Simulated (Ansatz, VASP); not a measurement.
# Si32C31 (V_C): VASP beside Ansatz

Aim: how closely do two programs agree when they are given the same cell, functional and k mesh? The cell is taken from a series of runs on this material, whose earlier steps may have relaxed, scaled, displaced or heated it; both programs get it as it stands.

Calculated with Ansatz 0.2.0; plane waves, with VASP 6.6.1 beside it; r2SCAN.

### 1. The starting structure

The cell holds 63 atoms: 32 Si and 31 C. Cell: a = 8.713 Å, b = 8.713 Å, c = 8.713 Å, α = 90.0°, β = 90.0°, γ = 90.0°. It derives from SiC (SiC (F-43m)). Nearest the centre at fractional (0.375, 0.375, 0.375): Si11 at 1.93 Å, Si18 at 1.93 Å, Si8 at 1.93 Å, Si29 at 2.00 Å, C42 at 3.05 Å, C49 at 3.05 Å, C40 at 3.05 Å, C48 at 3.05 Å. The cell carries charge +1.

Coordinates:

```xyz
63
Lattice="8.7132 0.0000 0.0000 0.0000 0.0000 -8.7132 0.0000 8.7132 0.0000" Properties=species:S:1:pos:R:3 pbc="T T T"
Si    8.7070    8.7116   -8.7056
Si    8.6950    2.1748   -2.1688
Si    2.1703    2.1748   -8.6936
Si    2.1703    8.6996   -2.1688
Si    8.7076    4.3606   -8.7061
Si    8.7098    6.5331   -2.1650
Si    2.1664    6.5331   -8.7083
Si    2.1333    4.3480   -2.1320
Si    8.7076    8.7121   -4.3546
Si    8.7098    2.1710   -6.5271
Si    2.1333    2.1379   -4.3421
Si    2.1664    0.0011   -6.5271
Si    8.7026    4.3580   -4.3520
Si    8.7131    6.5378   -6.5318
Si    2.1871    6.5371   -4.3590
Si    2.1871    4.3650   -6.5311
Si    4.3560    8.7121   -8.7061
Si    4.3437    2.1380   -2.1321
Si    6.5285    2.1709   -8.7083
Si    6.5285    0.0011   -2.1649
Si    4.3534    4.3580   -8.7012
Si    4.3605    6.5371   -2.1855
Si    6.5333    6.5378   -8.7116
Si    6.5327    4.3651   -2.1855
Si    4.3534    8.7072   -4.3520
Si    4.3605    2.1915   -6.5311
Si    6.5327    2.1915   -4.3591
Si    6.5333    0.0044   -6.5318
Si    4.4188    4.4230   -4.4170
Si    4.3646    6.5458   -6.5398
Si    6.5414    6.5459   -4.3631
Si    6.5414    4.3691   -6.5399
C     1.0742    3.2516   -1.0727
C     1.0742    1.0787   -3.2457
C     3.2472    1.0788   -1.0729
C     1.0822    7.6183   -1.0807
C     1.1051    5.4237   -3.2740
C     3.2754    5.4236   -1.1037
C     3.2624    7.6223   -3.2610
C     1.1051    3.2800   -5.4177
C     1.0822    1.0867   -7.6123
C     3.2754    1.1096   -5.4176
C     3.2624    3.2669   -7.6163
C     1.0869    7.6239   -5.4351
C     1.0869    5.4411   -7.6179
C     3.2670    5.4665   -5.4605
C     3.2680    7.6284   -7.6224
C     5.4192    3.2800   -1.1036
C     5.4192    1.1096   -3.2741
C     7.6137    1.0867   -1.0807
C     7.6178    3.2670   -3.2610
C     5.4366    7.6239   -1.0854
C     5.4623    5.4667   -3.2654
C     7.6194    5.4411   -1.0853
C     7.6240    7.6285   -3.2666
C     5.4623    3.2714   -5.4608
C     5.4366    1.0914   -7.6180
C     7.6194    1.0913   -5.4352
C     7.6240    3.2725   -7.6225
C     5.4435    7.6303   -5.4421
C     5.4435    5.4481   -7.6243
C     7.6258    5.4481   -5.4421
C     7.6193    7.6238   -7.6178
```

### 2. Ansatz: single point, r2SCAN

Ansatz runs on its PAW soft_1 files.

With cell and atoms fixed, the geometry can't cause a difference; cores, projectors, grids and the points listed under the comparison can.

Input file input.yaml:

```yaml
crystal:
  checkpoint: "../qp1_M1.relax.run"
  host: checkpoint
total_charge: 1
basis:
  ecutwfc: 500
  xc_grid: 2
hamiltonian:
  xc: r2scan
  pseudopotentials: { kind: paw, azcp: { folder: soft_1 } }
kpoints:
  mp_grid: { grid: [2, 2, 2], shift: [0.5, 0.5, 0.5] }
magnetization:
  spin_polarized: true
  initial_magnetization: 1
  spin_locking: { lock_magnetization: hard }
scf:
  occupations: { method: fermi_dirac, width: 0.01 }
  max_iter: 80
output:
  forces: true
  eigenvalues: true
  charged_corrections:
    epsilon: 7.06
    static_epsilon: 10.43
    defect_position: [0.375, 0.375, 0.375]
  eigenstates: { localisation: true }
  populations: true
  efg: {}
checkpoint:
  read: "../qp1_M1.relax.run"
  write: "../qp1_M1.point.run"
  compress: false
  write_wavefunctions: false
  write_every: 100000
```

The run is started by

```bash
$ ansatz run input.yaml --threads 4 --pin off --max-ram 7536MiB --backend cpu --events-out ev --progress --plain --runs-dir out
```

Numbers of over 12 decimals in the logs are rounded to 6 here.

The program printed:

```text
Warning: at least one further symmetry operation maps every atom of the structure, as the run holds it, onto an atom to within 3.30e-5 (fractional), and is not used: no operation is sought that the atoms, as the run holds them, miss by more than 2.00e-5, twice crystal.symmetry.tolerance (1.0e-5). The run uses 1 unitary operations. The run imposes no operation that its atoms and lattice do not hold. Figures that only  [...]
Warning: This run holds its total moment fixed (magnetization.spin_locking.lock_magnetization: hard) and mixes its density by anderson or broyden (scf.mixing.algorithm, typed or taken by auto). Slabs with a fixed moment have converged under broyden above another state at the same moment, at the default mixing steps and at smaller ones, and under scf.lower_state_search: standard, light or off a state that such a mixer [...]
crystal.checkpoint: the structure is that of <dir>, a `relax` run, at its step 8: its result, under r2scan at a charge of 1 e; 63 atoms read, 0 with a starting moment; crystal.structure_sha256 for this input is
Engine: ansatz 0.2.0, aarch64-unknown-linux-gnu
Pseudopotentials: kind: paw
Pseudopotential: Si, paw, valence charge 4, recommended cutoff 500 eV (meta_gga), soft_1/Si.paw.azcp
Pseudopotential: C, paw, valence charge 4, recommended cutoff 500 eV (meta_gga), soft_1/C.paw.azcp
Functional definition: r2SCAN
  parameter k0 = 0.174
  parameter k1 = 0.065
  parameter a1 = 4.9479
  exchange = r2scan_x(k0 = k0, k1 = k1, a1 = a1)
  correlation = r2scan_c
Crystal: 63 atoms, lattice volume = 661.501 Å³
Basis set: ecut = 500 eV, 16831 PW (Γ), exchange–correlation on 128×128×128 points (8 copies of the dense FFT grid, shifted against one another)
Bands: 189, of which v1, the nominal top of the filled ones, is band 126 counted from 1 (125 counted from 0)
Symmetry: 1 space group operations
Space group: P1 (ITA 1), of the structure as read, at distance tolerance 8.7e-5 Å
Magnetic group: BNS 1.1 (UNI 1), of the structure as read, at distance tolerance 8.7e-5 Å
k-points: 4 of 8 (time reversal used)
Non-local potential: Si, projectors of the file, l = 0: 2, l = 1: 2, l = 2: 1
Non-local potential: C, projectors of the file, l = 0: 2, l = 1: 2, l = 2: 1
PAW form: soft (Blöchl's): semilocal exchange-correlation on the pseudo side does not see the compensation charge
PAW frozen core: Si, regenerated for the run's functional (the file was generated under x = pbe(κ = 0.804, μ = 0.219515), c = pbe(β = 0.066725))
PAW frozen core: C, regenerated for the run's functional (the file was generated under x = pbe(κ = 0.804, μ = 0.219515), c = pbe(β = 0.066725))
PAW one-centre angular grid: Si, 302 points (default); XC on 160 Gauss nodes
PAW one-centre angular grid: C, 302 points (default); XC on 219 of its mesh's 2255 points in the sphere
Initial density: read from a saved state, or passed on in memory by an earlier SCF of this step, an earlier step, the calling program or the single point that the run made first
Stability of the state it starts from, as read at its close in the collinear treatment: not read, because the mixer in use, unlike msr1, does not test its closes by its own steps (another_mixer); its run was given moments
Starting moments: Σ|m| = 1 μB on 63 of 63 sites; this step starts from the density that it was given
Initial wavefunctions: pseudopotential atomic-orbital guess — the wavefunctions supplied were not used: k-point sampling differs
Functional: x = r2scan, c = r2scan; τ floored in thin density (d = 2e-4 eV/Å³)
iter 1 solved again at ethr=2.09e-5 eV; its pass at ethr=3.10e-3 eV (dr2=5.24e-2 eV) is discarded
SCF iter   1: F=—  HF=-28276.811436 eV  |F-HF|=—  |Δ(HF+E_count)|=         —  Δρ=1.75e-3 (↑1.75e-3 ↓1.29e-3)  dr2=5.22e-2  dr2_τ=3.92e-4  dr2_m=3.51e-3  M=1.000 μB ∫|m|=1.117 μB  β_m=1.20  ethr=2.09e-5  ⟨swp⟩=9.0  Hψ=11124  notcnv=0
[...]
k-point 1 ↑: bands = [... 122 lower, 8.6086, 8.8989, 8.9092, 10.9892, 11.2943, 11.5477, 11.9870, 12.0451, ... 59 higher]
  k-point 2 ↑: bands = [... 122 lower, 8.6086, 8.8989, 8.9092, 10.9891, 11.2949, 11.5473, 11.9870, 12.0451, ... 59 higher]
  k-point 3 ↓: bands = [... 122 lower, 8.6148, 8.9101, 8.9297, 11.3790, 11.7797, 11.8410, 12.1565, 12.1766, ... 59 higher]
--- Löwdin populations: 63 sites ---
  site symbol       q [e]    m [muB]
     0     Si      2.9351     0.0015
     1     Si      2.9273     0.0013
     2     Si      2.9274     0.0013
     3     Si      2.9273     0.0013
     4      C      4.9490     0.0137
     5      C      4.9491     0.0137
     6      C      4.9490     0.0137
     7     Si      2.9334     0.0114
     8     Si      2.9419     0.0061
     9     Si      2.9419     0.0061
    10     Si      3.1579     0.1061
    11      C      4.9628    -0.0008
    12      C      4.9347     0.0016
    13      C      4.9347     0.0016
    14      C      4.9678     0.0013
    15     Si      2.9334     0.0114
    16     Si      2.9419     0.0061
    17     Si      3.1580     0.1060
    18     Si      2.9420     0.0061
    19      C      4.9348     0.0016
    20      C      4.9628    -0.0008
    21      C      4.9347     0.0016
    22      C      4.9679     0.0013
    23     Si      2.9333     0.0018
[...]
55     Si      3.2334     0.3793
    56     Si      2.9339     0.0158
    57     Si      2.9339     0.0158
    58     Si      2.9339     0.0158
    59      C      4.9656    -0.0002
    60      C      4.9656    -0.0002
    61      C      4.9656    -0.0002
    62      C      4.9643     0.0021
  spilling = 0.010153 (of n_electrons = 251.000000)
```

### 3. VASP: single point, r2SCAN

The same cell, functional, mesh and smearing now go to VASP, with its own data sets.

Lines of VASP's logs that name or quote its potential files are left out, and so is its time.

Input file INCAR:

```
SYSTEM = Si32C31
PREC = Accurate
ENCUT = 580
EDIFF = 1E-06
NELM = 200
ISMEAR = -1
SIGMA = 0.01
LREAL = Auto
ALGO = Normal
METAGGA = R2SCAN
LASPH = .TRUE.
NELECT = 251
NBANDS = 176
ISPIN = 2
MAGMOM = 0 0 0 0 0 0 0 0.02 0 0 0.02 0 0 0 0 0 0 0.02 0 0 0 0 0 0 0 0 0 0 0.08 0.01 0.01 0.01 0.01 0.01 0.01 -0 0 0 0 0 -0 0 0 -0 -0 0.01 0.01 0 0 -0 0 -0 0.01 -0 0.01 0.01 -0 -0 0.01 -0 -0 -0 0
LORBIT = 11
LWAVE = .FALSE.
LCHARG = .FALSE.
ISIF = 2
ISYM = 0
NUPDOWN = 1
GGA_COMPAT = .FALSE.
LMIXTAU = .TRUE.
KPAR = 4
```

Input file POSCAR:

```
Si32C31
1.0
    8.7131849710      0.0000000000      0.0000000000
    0.0000000000      0.0000000000     -8.7131849710
    0.0000000000      8.7131849710      0.0000000000
Si C
32 31
Direct
    0.9992882352      0.9991267107      0.9998131998
    0.9979176181      0.2489091154      0.2495956046
    0.2490802354      0.9977536168      0.2495990715
    0.2490802354      0.2489125824      0.9984401059
    0.9993604192      0.9991890862      0.5004596330
    0.9996107266      0.2484715090      0.7497915596
    0.2486353330      0.9994448456      0.7497891190
    0.2448379344      0.2446812824      0.4990192818
    0.9993604192      0.4997731439      0.9998755754
    0.9996107266      0.7491050705      0.2491579980
    0.2448379344      0.4983327926      0.2453677715
    0.2486353330      0.7491026300      0.0001313347
    0.9987883212      0.4994722444      0.5001587334
    0.9999846047      0.7496468300      0.7503333190
    0.2510048186      0.5002804570      0.7502563514
    0.2510048186      0.7495698622      0.5009669461
    0.4999316320      0.9991911776      0.9998776667
    0.4985184577      0.2446926154      0.2453791046
    0.7492719669      0.9994408171      0.2491527556
    0.7492719669      0.2484662666      0.0001273062
    0.4996365167      0.9986223756      0.5001596302
    0.5004479454      0.2508302207      0.7502571096
    0.7498125590      0.9998147444      0.7503303778
    0.7497511572      0.2508245479      0.5009710122
    0.4996365167      0.4994731410      0.9993088647
    0.5004479454      0.7495706206      0.2515167098
    0.7497511572      0.5002845231      0.2515110370
    0.7498125590      0.7496438886      0.0005012335
    0.5071374959      0.5069303298      0.5076168190
    0.5009133313      0.7505639410      0.7512504300
    0.7507443480      0.5007456740      0.7512598592
    0.7507443480      0.7505733701      0.5014321632
    0.1232821030      0.1231151560      0.3731867292
    0.1232821030      0.3725002401      0.1238016452
    0.3726752982      0.1231298417      0.1238163308
    0.1242007680      0.1240358448      0.8743361774
    0.1268288232      0.3757573541      0.6224690504
    0.3759172387      0.1266663198      0.6224567166
    0.3744266345      0.3742559215      0.8747958139
    0.1268288232      0.6217825614      0.3764438432
    0.1242007680      0.8736496883      0.1247223340
    0.3759172387      0.6217702274      0.1273528090
    0.3744266345      0.8741093248      0.3749424106
    0.1247402425      0.6237831866      0.8749869115
    0.1247402425      0.8743004224      0.6244696756
    0.3749544085      0.6266986571      0.6273851462
    0.3750595370      0.8748164269      0.8755029160
    0.6219508774      0.1266597562      0.3764458036
    0.6219508774      0.3757593145      0.1273462454
    0.8738089332      0.1240361008      0.1247225899
    0.8742842183      0.3742580382      0.3749445273
    0.6239464012      0.1245662860      0.8749883332
    0.6268979810      0.3747663712      0.6274108906
    0.8744732817      0.1245635822      0.6244720359
    0.8749903174      0.3748985728      0.8755064924
    0.6268979810      0.6267244015      0.3754528603
    0.6239464012      0.8743018441      0.1252527751
    0.8744732817      0.6237855468      0.1252500712
    0.8749903174      0.8748200033      0.3755850618
    0.6247449812      0.6245800418      0.8757175418
    0.6247449812      0.8750310528      0.6252665309
    0.8752037532      0.6245841189      0.6252706080
    0.8744513808      0.8742865447      0.8749730338
```

Input file KPOINTS:

```
Points of the shifted mesh
8
Reciprocal
 0.2500000000  0.2500000000  0.2500000000 1
 0.2500000000  0.2500000000  0.7500000000 1
 0.2500000000  0.7500000000  0.2500000000 1
 0.2500000000  0.7500000000  0.7500000000 1
 0.7500000000  0.2500000000  0.2500000000 1
 0.7500000000  0.2500000000  0.7500000000 1
 0.7500000000  0.7500000000  0.2500000000 1
 0.7500000000  0.7500000000  0.7500000000 1
```

PAW data sets: Si and C (PBE family, release 64).

The run is started by

```bash
$ mpirun -np 8 vasp_std
```

The program printed:

```text
[banner, memory and clock lines left out]
running    8 mpi-ranks, on    1 nodes
[...]
|                                                                             |
|           W    W    AA    RRRRR   N    N  II  N    N   GGGG   !!!           |
|           W    W   A  A   R    R  NN   N  II  NN   N  G    G  !!!           |
|           W    W  A    A  R    R  N N  N  II  N N  N  G       !!!           |
|           W WW W  AAAAAA  RRRRR   N  N N  II  N  N N  G  GGG   !            |
|           WW  WW  A    A  R   R   N   NN  II  N   NN  G    G                |
|           W    W  A    A  R    R  N    N  II  N    N   GGGG   !!!           |
|                                                                             |
|     For optimal performance we recommend to set                             |
|       NCORE = 2 up to number-of-cores-per-socket                            |
|     NCORE specifies how many cores store one orbital (NPAR=cpu/NCORE).      |
|     This setting can greatly improve the performance of VASP for DFT.       |
[...]
DAV:   5    -0.707280228479E+03   -0.53145E-01   -0.53090E-01  6888   0.151E+00BRMIX: very serious problems
 the old and the new charge density differ
 old charge density:   252.00000 new  251.00000
BRMIX: very serious problems
 the old and the new charge density differ
 old charge density:   252.00000 new  251.00000
BRMIX: very serious problems
 the old and the new charge density differ
 old charge density:   252.00000 new  251.00000
BRMIX: very serious problems
 the old and the new charge density differ
 old charge density:   252.00000 new  251.00000
    0.513E+01
DAV:   6    -0.639331778791E+03    0.67948E+02   -0.16909E+02  6480   0.230E+01    0.290E+01
DAV:   7    -0.607377212943E+03    0.31955E+02   -0.13005E+01  6296   0.832E+00    0.118E+01
DAV:   8    -0.609913920041E+03   -0.25367E+01   -0.11801E+01  6216   0.832E+00    0.650E+00
DAV:   9    -0.612064885347E+03   -0.21510E+01   -0.35510E+00  6224   0.543E+00    0.245E+00
[...]
DAV:  22    -0.613116786564E+03   -0.12472E-06   -0.13494E-05  6736   0.889E-03    0.121E-02
DAV:  23    -0.613116796101E+03   -0.95367E-05   -0.68924E-06  6144   0.726E-03    0.470E-03
DAV:  24    -0.613116795210E+03    0.89056E-06   -0.76796E-07  3712   0.231E-03
   1 F= -.61311680E+03 E0= -.61311680E+03  d E =-.591707E-07  mag=     1.0000
```

Parts of OUTCAR (step 3):

```text
  FREE ENERGIE OF THE ION-ELECTRON SYSTEM (eV)
  ---------------------------------------------------
  free  energy   TOTEN  =      -613.1167952104 eV

  energy  without entropy=     -613.1167951512  energy(sigma->0) =     -613.11679518

 magnetization (x)
# of ion       s       p       d       tot
------------------------------------------
    1        0.000   0.000   0.000   0.000
    2        0.001   0.000   0.000   0.001
    3        0.001   0.000   0.000   0.001
    4        0.001   0.000   0.000   0.001
    5        0.002   0.003   0.000   0.005
    6        0.001   0.001   0.000   0.002
    7        0.001   0.001   0.000   0.002
    8        0.012   0.028   0.000   0.040
    9        0.002   0.003   0.000   0.005
   10        0.001   0.001   0.000   0.002
   11        0.012   0.028   0.000   0.040
   12        0.001   0.001   0.000   0.002
   13        0.001   0.001   0.000   0.002
[...]
--------------------------------------------------
tot          0.135   0.281   0.000   0.416
```

The cell is charged against a uniform background.

The run ends at a pressure of -3.22 GPa, with forces up to 0.24 eV/Å.

### 4. Differences

Known differences besides the potentials themselves: VASP starts from the moments at which Ansatz ended; VASP keeps PBE cores, Ansatz makes them for the functional; the cutoff is 500 eV in Ansatz and 580 eV in VASP (PREC = Accurate, projectors in real space); site moments are counted in spheres of each program's own size. Total energies have different zeros and are not compared.

Both answers:

```tsv
quantity	Ansatz	VASP	difference
total moment, fixed by the input (μB)	1.00	1.00	0.00
moment on Si29 (μB)	0.08	0.15	-0.07
```

Forces on 7 of the 63 atoms, those with the largest forces and the largest differences (eV/Å; atoms numbered as in POSCAR):

```tsv
atom	Ansatz x, y, z	VASP x, y, z
Si8	0.079, 0.215, -0.079	0.069, 0.215, -0.071
Si11	0.078, 0.080, -0.215	0.069, 0.071, -0.217
Si15	-0.147, -0.008, 0.137	-0.141, -0.008, 0.135
Si16	-0.147, -0.137, 0.008	-0.144, -0.134, 0.010
Si18	0.215, 0.077, -0.079	0.216, 0.069, -0.069
Si22	-0.137, -0.007, 0.147	-0.135, -0.008, 0.141
Si27	-0.009, -0.146, 0.138	-0.010, -0.143, 0.135
```

The forces differ by 3.4 meV/Å r.m.s., which is 4.6 % of the r.m.s. force of 0.074 eV/Å (both taken over all components). The cell carries a charge of +1 e against a uniform background, so its pressure also hangs on how the neutralising background is counted, and in a defect's cell a gap may be the spacing between its levels. The total moments and the pattern agree; the site moments differ because the programs count them in spheres of different size.

### 5. Results

| Property | Result |
| --- | --- |
| r.m.s. force difference (single point, r2SCAN) | 3.4 meV/Å |

What this shows: The r.m.s. force difference is 3.4 meV/Å (single point, r2SCAN), within the 12 meV/Å picked in this series as the mark of a large difference. How closely two codes agree says nothing of how well the functional describes the real material.

[Lines on the potential files, build, host, timing and source positions are cut from VASP's logs without a mark.]

[Logs are printed without paths, hosts, clocks, repeated set-up lines and the standing remarks that a program may print on its own settings, such as how far it seeks lower states.]

[Hosts, paths, dates, database ids (printed as entryN), source tags and the programs' standing remarks are cut or masked in the printed files.]
